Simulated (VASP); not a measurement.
# GaN (Fm-3m) in VASP: a series of runs

One crystal, GaN, is run at these levels: LDA; tasks: single point.

Everything below comes from runs of VASP 6.6.1. Logs are shortened: lines on timing, memory, paths and dates and some standing lists are left out, and cuts for length are marked.

## (1) The cell of the first run

It takes space group Fm-3m (No. 225, cubic). Conventional cell: a = 4.142 Å, b = 4.142 Å, c = 4.142 Å, α = 90.00°, β = 90.00°, γ = 90.00°. Ga (site symmetry m-3m) has 6 N at 2.07 Å as nearest neighbours. N (site symmetry m-3m) has 6 Ga at 2.07 Å as nearest neighbours.

Measurements of this composition are mostly on another form, of space group No. 186.

## (2) Single point, LDA (strain -0.030 along x and y, -0.030 along z, atoms carried along)

INCAR

```
ALGO = Normal
EDIFF = 1E-7
ENCUT = 520
ISIF = 2
ISMEAR = 0
LASPH = True
LCHARG = False
LREAL = False
LWAVE = False
NBANDS = 16
NELM = 60
PREC = Accurate
SIGMA = 0.03
```

KPOINTS

```
k-points
0
Gamma
  14 14 14
```

POSCAR

```
GaN
1.0
    0.0000000000      2.0711779500      2.0711779500
    2.0711779500      0.0000000000      2.0711779500
    2.0711779500      2.0711779500      0.0000000000
Ga N
1 1
Direct
    0.0000000000      0.0000000000      0.0000000000
    0.5000000000      0.5000000000      0.5000000000
```

Potentials or basis: VASP PAW LDA potentials, release 64 (Ga_d, N).

Command:

```bash
$ cat potpaw_LDA.64/Ga_d/POTCAR potpaw_LDA.64/N/POTCAR > POTCAR
$ mpirun -np 1 vasp_std > vasp.out
```

OUTCAR:

```text
EDIFF = 1E-7
   ENCUT = 520
   ISIF = 2
   ISMEAR = 0
   LASPH = True
   LREAL = False
   NELM = 60
   PREC = Accurate

 ion  position               nearest neighbor table
   1  0.000  0.000  0.000-   2 2.07   2 2.07   2 2.07   2 2.07   2 2.07   2 2.07
   2  0.500  0.500  0.500-   1 2.07   1 2.07   1 2.07   1 2.07   1 2.07   1 2.07

  LATTYP: Found a face centered cubic cell.
 ALAT       =     4.1423559000

  Lattice vectors:

 A1 = (   0.0000000000,   2.0711779500,   2.0711779500)
 A2 = (   2.0711779500,   0.0000000000,   2.0711779500)
 A3 = (   2.0711779500,   2.0711779500,   0.0000000000)

Analysis of symmetry for initial positions (statically):
=====================================================================
 Subroutine PRICEL returns:
 Original cell was already a primitive cell.

 Routine SETGRP: Setting up the symmetry group for a
 face centered cubic supercell.

 Subroutine GETGRP returns: Found 48 space group operations
 (whereof 48 operations were pure point group operations)
 out of a pool of 48 trial point group operations.

The static configuration has the point symmetry O_h .

Analysis of symmetry for dynamics (positions and initial velocities):
=====================================================================
 Subroutine PRICEL returns:
 Original cell was already a primitive cell.

 Routine SETGRP: Setting up the symmetry group for a
 face centered cubic supercell.

 Subroutine GETGRP returns: Found 48 space group operations
 (whereof 48 operations were pure point group operations)
 out of a pool of 48 trial point group operations.

The dynamic configuration has the point symmetry O_h .

 Subroutine INISYM returns: Found 48 space group operations
 (whereof 48 operations are pure point group operations),
 and found     1 'primitive' translations

----------------------------------------------------------------------------------------

                                     Primitive cell

  volume of cell :      17.7698

  direct lattice vectors                    reciprocal lattice vectors
     0.000000000  2.071177950  2.071177950    -0.241408518  0.241408518  0.241408518
     2.071177950  0.000000000  2.071177950     0.241408518 -0.241408518  0.241408518
     2.071177950  2.071177950  0.000000000     0.241408518  0.241408518 -0.241408518

  length of vectors
     2.929087947  2.929087947  2.929087947     0.418131819  0.418131819  0.418131819

  position of ions in fractional coordinates (direct lattice)
     0.000000000  0.000000000  0.000000000
[... 75 lines left out ...]
   LASPH  =      T    aspherical Exc in radial PAW
   ENCUT  =  520.0 eV  38.22 Ry    6.18 a.u.   5.45  5.45  5.45*2*pi/ulx,y,z
   NELM   =     60;   NELMIN=  2; NELMDL= -5     # of ELM steps
   EDIFF  = 0.1E-06   stopping-criterion for ELM
   LREAL  =      F    real-space projection
   EDIFFG = 0.1E-05   stopping-criterion for IOM
   NSW    =      0    number of steps for IOM
   IBRION =     -1    ionic relax: 0-MD 1-quasi-New 2-CG
   NFREE  =      0    steps in history (QN), initial steepest desc. (CG)
   ISIF   =      2    stress and relaxation
   ISYM   =      2    0-nonsym 1-usesym 2-fastsym
   POTIM  = 0.5000    time-step for ionic-motion
   TEBEG  =    0.0;   TEEND  =   0.0 temperature during run
   PSTRESS=    0.0 pullay stress
   NELECT =      18.0000    total number of electrons
   NUPDOWN=      -1.0000    fix difference up-down
   EMIN   =  10.00;   EMAX   =-10.00  energy-range for DOS
   EFERMI =   0.00;   METHOD = LEGACY
   ISMEAR =     0;   SIGMA  =   0.03  broadening in eV -4-tet -1-fermi 0-gaus
   EFERMI_NEDOS =   21; number of points for ismear=-14 and -15
   IALGO  =     38    algorithm
   IMIX   =      4    mixing-type and parameters
     AMIX     =   0.40;   BMIX     =  1.00
     AMIX_MAG =   1.60;   BMIX_MAG =  1.00
  volume/ion in A,a.u.               =       8.88        59.96
  Fermi-wavevector in a.u.,A,eV,Ry     =   1.644138  3.106970 36.779127  2.703190
  Thomas-Fermi vector in A             =   2.734154
   LORBIT       =      0    0 simple, 1 ext, 2 COOP (PROOUT), +10 PAW based schemes
   GGA     = CA    functional components
   LHFCALC =     F    Hartree Fock is set to
   AEXX    =    0.0000 exact exchange contribution
   IVDW    =     0    specifies the selected vdW correction
   LEPSILON=     F    determine dielectric tensor
   LRPA    =     F    only Hartree local field effects (RPA)
 non-spin polarized calculation
 Gauss-broadening in eV      SIGMA  =   0.03
  energy-cutoff  :      520.00
  volume of cell :       17.77
 maximum number of plane-waves:       531
 NGX is ok and might be reduce to    24
   NGX = 11   NGY = 11   NGZ = 11

 number of electron      17.9999991 magnetization

 Free energy of the ion-electron system (eV)
  ---------------------------------------------------
  ext. energy  EPLUGINS =         0.00000000
  ---------------------------------------------------
  free energy    TOTEN  =       -13.06602999 eV

  energy without entropy =      -13.06602999  energy(sigma->0) =      -13.06602999

 E-fermi :   8.7341     XC(G=0): -13.8293

 val. band max:        8.4697808270   @ k =  -0.2143   0.1429   0.0000
 cond. band min:       9.2731847572   @ k =   0.5000   0.5000   0.0000
 fundamental gap:      0.8034039302
 Fermi energy:         8.7341182927

 k-point     1 :       0.0000    0.0000    0.0000
  band No.  band energies     occupation
      1      -9.3629      2.00000
      2      -5.6221      2.00000
      3      -5.6221      2.00000
      4      -5.6221      2.00000
      5      -5.5077      2.00000
      6      -5.5077      2.00000
[... 433 lines left out ...]
      3      -5.6605      2.00000
      4      -5.5915      2.00000
      5      -5.4398      2.00000
      6      -5.4210      2.00000
[... 8 lines left out ...]
     15      28.7179      0.00000
     16      29.8413      0.00000

 [... further k-points ...]
[... 5 lines left out ...]
  --------------------------------------------------------------------------------------
  -------------------------------------------------------------------------------------
  Total        1.0038112      1.0038112      1.0038112      0.0000000      0.0000000      0.0000000
  in kB       90.5066238     90.5066238     90.5066238      0.0000000      0.0000000      0.0000000
  external PRESSURE =      90.5066238 kB  Pullay stress =       0.0000000 kB

 VOLUME and BASIS-vectors are now :
 -----------------------------------------------------------------------------
  energy-cutoff  :      520.00
  volume of cell :       17.77
      direct lattice vectors                 reciprocal lattice vectors
     0.000000000  2.071177950  2.071177950    -0.241408518  0.241408518  0.241408518
     2.071177950  0.000000000  2.071177950     0.241408518 -0.241408518  0.241408518
     2.071177950  2.071177950  0.000000000     0.241408518  0.241408518 -0.241408518

 POSITION                                       TOTAL-FORCE (eV/Angst)
 -----------------------------------------------------------------------------------
      0.00000      0.00000      0.00000         0.000000      0.000000     -0.000000
      2.07118      2.07118      2.07118        -0.000000     -0.000000      0.000000
 -----------------------------------------------------------------------------------
    total drift:                                0.000000     -0.000000     -0.000000

  FREE ENERGIE OF THE ION-ELECTRON SYSTEM (eV)
  ---------------------------------------------------
  free  energy   TOTEN  =       -13.0660299906 eV

  energy  without entropy=      -13.0660299906  energy(sigma->0) =      -13.06602999
```

stdout:

```text
POSCAR found type information on POSCAR GaN
 POSCAR found :  2 types and       2 ions
 scaLAPACK will be used
 LDA part: xc-table for (Slater(with rela. corr.)+CA(PZ))
 , standard interpolation
 POSCAR, INCAR and KPOINTS ok, starting setup
 FFT: planning ... GRIDC
 FFT: planning ... GRID_SOFT
 FFT: planning ... GRID
 WAVECAR not read
 entering main loop
```

Run time: 43 s. Hardware: 1 thread of AMD EPYC 7R43 (Zen 3), shared host; peak memory 0.11 GiB.

What came out:

```yaml
Free_energy: -13.0660 eV
Pressure: 9.1 GPa
Band_gap_on_the_k_mesh: 0.80 eV, indirect (least direct gap 3.62 eV)
```

A k mesh can miss the band edges.

## (3) Single point, LDA (strain -0.030 along x and y, +0.015 along z, atoms carried along)

INCAR

```
PREC     = Accurate       # precision mode
ENCUT    = 520            # plane-wave cutoff, eV
EDIFF    = 1E-6           # SCF threshold, eV
ISMEAR   = 0              # smearing method
SIGMA    = 0.03           # smearing width, eV
LREAL    = False          # projectors in reciprocal space
LASPH    = True           # aspherical terms in the spheres
NELM     = 60             # most SCF steps
ALGO     = Fast           # electronic algorithm
ISIF     = 2              # what is computed and relaxed
LWAVE    = False          # write WAVECAR
LCHARG   = True           # write CHGCAR
LELF     = True           # ELF
LVHAR    = True         
NBANDS   = 16             # bands
```

KPOINTS

```
regular mesh
0
Gamma
  14 14 14
```

POSCAR

```
GaN
1.0
    0.0000000000      2.0711779500      2.1672635250
    2.0711779500      0.0000000000      2.1672635250
    2.0711779500      2.0711779500      0.0000000000
Ga N
1 1
Direct
    0.0000000000      0.0000000000      0.0000000000
    0.5000000000      0.5000000000      0.5000000000
```

Potentials or basis: VASP PAW LDA potentials, release 64 (Ga_d, N).

Command:

```bash
$ cat potpaw_LDA.64/Ga_d/POTCAR potpaw_LDA.64/N/POTCAR > POTCAR
$ mpirun -np 1 vasp_std > vasp.out
```

Wall time 2 min (1 thread of AMD EPYC 7R43 (Zen 3), shared host); peak memory 0.14 GiB.

The run converged. Its results:

```yaml
Free_energy: -13.0666 eV
Pressure: -2.1 GPa
Band_gap_on_the_k_mesh: 0.31 eV, indirect (least direct gap 2.78 eV)
```

Stress tensor (GPa, compression positive):
```
 0.71  0.00  0.00
 0.00  0.71  0.00
 0.00  0.00 -7.66
```

Levels at points of the mesh, in eV from the valence-band top:
```csv
k point,band 5,band 6,band 7,band 8,band 9,band 10,band 11,band 12,band 13,band 14
"(0.00, 0.00, 0.00)",-14.08,-14.02,-0.74,-0.74,-0.35,2.44,14.46,14.47,14.83,14.83
"(0.50, 0.00, 0.00)",-13.93,-13.90,-8.48,-0.35,-0.11,4.61,8.58,9.39,9.40,16.31
"(0.50, 0.50, 0.00)",-13.87,-11.21,-7.43,-3.02,-3.02,0.82,8.09,11.48,14.74,14.74
"(0.50, 0.00, 0.50)",-13.82,-10.72,-7.33,-3.61,-2.96,0.31,7.56,12.05,13.56,14.95
```

A k mesh can miss the band edges.

## (4) Single point, LDA (strain -0.030 along x and y, +0.030 along z, atoms carried along)

INCAR

```
PREC = Accurate
ENCUT = 520
EDIFF = 1E-6
ISMEAR = 0
SIGMA = 0.03
LREAL = False
LASPH = True
NELM = 100
ALGO = Fast
ISIF = 2
LWAVE = False
LCHARG = True
LELF = True
LVHAR = True
NBANDS = 16
```

KPOINTS is that of step 3.

POSCAR

```
GaN
1.0
    0.0000000000      2.0711779500      2.1992920500
    2.0711779500      0.0000000000      2.1992920500
    2.0711779500      2.0711779500      0.0000000000
Ga N
1 1
Direct
    0.0000000000      0.0000000000      0.0000000000
    0.5000000000      0.5000000000      0.5000000000
```

Potentials or basis: VASP PAW LDA potentials, release 64 (Ga_d, N).

Command:

```bash
$ cat potpaw_LDA.64/Ga_d/POTCAR potpaw_LDA.64/N/POTCAR > POTCAR
$ mpirun -np 1 vasp_std > vasp.out
```

OUTCAR:

```text
PREC = Accurate
   ENCUT = 520
   EDIFF = 1E-6
   ISMEAR = 0
   LREAL = False
   LASPH = True
   NELM = 100
   ISIF = 2

 ion  position               nearest neighbor table
   1  0.000  0.000  0.000-   2 2.07   2 2.07   2 2.07   2 2.07   2 2.20   2 2.20
   2  0.500  0.500  0.500-   1 2.07   1 2.07   1 2.07   1 2.07   1 2.20   1 2.20

  LATTYP: Found a body centered tetragonal cell.
 ALAT       =     2.9290879470
 C/A-ratio  =     1.5016906899

  Lattice vectors:

 A1 = (  -2.0711779500,   0.0000000000,   2.1992920500)
 A2 = (   2.0711779500,   0.0000000000,   2.1992920500)
 A3 = (   0.0000000000,   2.0711779500,  -2.1992920500)

Analysis of symmetry for initial positions (statically):
=====================================================================
 Subroutine PRICEL returns:
 Original cell was already a primitive cell.

 Routine SETGRP: Setting up the symmetry group for a
 body centered tetragonal supercell.

 Subroutine GETGRP returns: Found 16 space group operations
 (whereof 16 operations were pure point group operations)
 out of a pool of 16 trial point group operations.

The static configuration has the point symmetry D_4h.

[... 155 lines left out ...]
  ext. energy  EPLUGINS =         0.00000000
  ---------------------------------------------------
  free energy    TOTEN  =       -13.05038956 eV

  energy without entropy =      -13.05038955  energy(sigma->0) =      -13.05038956

 E-fermi :   7.8496     XC(G=0): -13.4760

 val. band max:        7.7549813126   @ k =  -0.2143   0.1429   0.0000
 cond. band min:       7.9366236752   @ k =   0.5000   0.0000   0.5000
 fundamental gap:      0.1816423626
 Fermi energy:         7.8495974952

 k-point     1 :       0.0000    0.0000    0.0000
  band No.  band energies     occupation
      1      -9.5516      2.00000
      2      -6.4424      2.00000
      3      -6.4034      2.00000
      4      -6.4034      2.00000
      5      -6.3523      2.00000
      6      -6.2789      2.00000
[... 433 lines left out ...]
      3      -6.4068      2.00000
      4      -6.3619      2.00000
      5      -6.2423      2.00000
      6      -6.1887      2.00000
[... 8 lines left out ...]
     15      26.8916      0.00000
     16      28.3208      0.00000

 [... further k-points ...]
[... 5 lines left out ...]
  --------------------------------------------------------------------------------------
  -------------------------------------------------------------------------------------
  Total       -0.1898866     -0.1898866     -1.3517494      0.0000000      0.0000000      0.0000000
  in kB      -16.1234194    -16.1234194   -114.7781021      0.0000000      0.0000000      0.0000000
  external PRESSURE =     -49.0083136 kB  Pullay stress =       0.0000000 kB

 VOLUME and BASIS-vectors are now :
 -----------------------------------------------------------------------------
  energy-cutoff  :      520.00
  volume of cell :       18.87
      direct lattice vectors                 reciprocal lattice vectors
     0.000000000  2.071177950  2.199292050    -0.241408518  0.241408518  0.227345886
     2.071177950  0.000000000  2.199292050     0.241408518 -0.241408518  0.227345886
     2.071177950  2.071177950  0.000000000     0.241408518  0.241408518 -0.227345886

 POSITION                                       TOTAL-FORCE (eV/Angst)
 -----------------------------------------------------------------------------------
      0.00000      0.00000      0.00000        -0.000000      0.000000     -0.000000
      2.07118      2.07118      2.19929         0.000000     -0.000000      0.000000
 -----------------------------------------------------------------------------------
    total drift:                                0.000000     -0.000000     -0.000000

  FREE ENERGIE OF THE ION-ELECTRON SYSTEM (eV)
  ---------------------------------------------------
  free  energy   TOTEN  =       -13.0503895595 eV

  energy  without entropy=      -13.0503895538  energy(sigma->0) =      -13.05038956
```

stdout:

```text
POSCAR found type information on POSCAR GaN
 POSCAR found :  2 types and       2 ions
 scaLAPACK will be used
 LDA part: xc-table for (Slater(with rela. corr.)+CA(PZ))
 , standard interpolation
 POSCAR, INCAR and KPOINTS ok, starting setup
 FFT: planning ... GRIDC
 FFT: planning ... GRID_SOFT
 FFT: planning ... GRID
 WAVECAR not read
 entering main loop
WARNING in EDDRMM: call to ZHEGV failed, returncode =   6  3     13
```

Run time: 1.7 min. Hardware: 1 thread of AMD EPYC 7R43 (Zen 3), shared host; peak memory 0.14 GiB.

Results:

```yaml
Free_energy: -13.0504 eV
Pressure: -4.9 GPa
Band_gap_on_the_k_mesh: 0.18 eV, indirect (least direct gap 2.54 eV)
```

## (5) Single point, LDA (strain -0.015 along x and y, +0.000 along z, atoms carried along)

INCAR

```
SYSTEM = GaN
PREC     = Accurate       ! precision mode
ENCUT    = 520            ! plane-wave cutoff, eV
EDIFF    = 1E-6           ! SCF threshold, eV
ISMEAR   = 0              ! smearing method
SIGMA    = 0.03           ! smearing width, eV
LREAL    = .False.        ! projectors in reciprocal space
LASPH    = .True.         ! aspherical terms in the spheres
NELM     = 80             ! most SCF steps
ALGO     = Fast           ! electronic algorithm
ISIF     = 2              ! what is computed and relaxed
LWAVE    = .False.        ! write WAVECAR
LCHARG   = .False.        ! write CHGCAR
GGA      = CA             ! functional
NBANDS   = 16             ! bands
```

KPOINTS

```
Automatic mesh
0
Gamma
  14 14 14
  0 0 0
```

POSCAR

```
GaN
1.0
    0.0000000000      2.1032064750      2.1352350000
    2.1032064750      0.0000000000      2.1352350000
    2.1032064750      2.1032064750      0.0000000000
Ga N
1 1
Direct
    0.0000000000      0.0000000000      0.0000000000
    0.5000000000      0.5000000000      0.5000000000
```

Command:

```bash
$ cat potpaw_LDA.64/Ga_d/POTCAR potpaw_LDA.64/N/POTCAR > POTCAR
$ mpirun -np 1 vasp_std > vasp.out
```

Wall time 1.7 min (1 thread of AMD EPYC 7R43 (Zen 3), shared host); peak memory 0.15 GiB.

It converged, with:

* Free energy: -13.0715 eV
* Pressure: -6.4 GPa
* Band gap on the k mesh: 0.34 eV, indirect (least direct gap 2.73 eV)

Stress tensor (GPa, compression positive):
```
-5.55  0.00  0.00
 0.00 -5.55  0.00
 0.00  0.00 -8.09
```

Levels at points of the mesh, in eV from the valence-band top:
```csv
k point,band 6,band 7,band 8,band 9,band 10,band 11,band 12,band 13
"(0.00, 0.00, 0.00)",-14.01,-0.59,-0.59,-0.46,2.28,14.55,14.67,14.67
"(0.50, 0.00, 0.00)",-13.88,-8.36,-0.23,-0.15,4.63,8.73,9.02,9.20
"(0.50, 0.50, 0.00)",-10.99,-7.22,-3.04,-3.04,0.50,7.86,11.62,14.35
"(0.50, 0.00, 0.50)",-10.83,-7.18,-3.23,-3.02,0.34,7.68,11.81,13.96
```

A k mesh can miss the band edges.

## (6) Summary

```csv
cell,gap on the mesh (eV),pressure (GPa)
"strain -0.030 along x and y, -0.030 along z, atoms carried along",0.80,9.1
"strain -0.030 along x and y, +0.015 along z, atoms carried along",0.31,-2.1
"strain -0.030 along x and y, +0.030 along z, atoms carried along",0.18,-4.9
"strain -0.015 along x and y, +0.000 along z, atoms carried along",0.34,-6.4
```

Alike in all rows: task single point; level LDA; potentials or basis VASP PAW LDA potentials, release 64 (Ga_d, N); no spin polarisation; k mesh 14 × 14 × 14; cutoff (eV) 520; smearing gaussian 0.03 eV.

Total energies depend on the potentials used, so only differences within one code and one set of settings carry meaning.
